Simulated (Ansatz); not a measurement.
Results of HSE06 in Ansatz (plane waves, PAW) for α-quartz-type GeO₂ (metastable phase).

Settings: plane-wave cutoff 460 eV, 6×6×4 k mesh (along the axes of the cell as run), Fermi–Dirac smearing 0.01 eV, scalar-relativistic PAW data made under PBE.

Cell (relaxed at this level):

```cif
data_Ge3O6
_chemical_formula_sum 'Ge3 O6'
_space_group_name_H-M_alt 'P3221'
_space_group_IT_number 154
_space_group_name_Hall 'P 32 2"'
_cell_length_a 5.06300
_cell_length_b 5.06300
_cell_length_c 5.70028
_cell_angle_alpha 90.000
_cell_angle_beta 90.000
_cell_angle_gamma 120.000
loop_
_atom_site_label
_atom_site_type_symbol
_atom_site_symmetry_multiplicity
_atom_site_Wyckoff_symbol
_atom_site_fract_x
_atom_site_fract_y
_atom_site_fract_z
_atom_site_occupancy
Ge1 Ge 3 a 0.54387 0.54387 0.00000 1
O1 O 6 c 0.29550 0.40135 0.23831 1
```

Task: What does this level give for the band gap and smallest direct gap on the k points sampled?

Result: 
- band gap = 5.48 eV (on the SCF k mesh) (indirect)
- smallest direct gap on the k points sampled = 5.58 eV

Spin–orbit coupling is not included.

Computing time: very roughly 110 core-minutes.

Ansatz is a quantum-chemistry and plane-wave program.
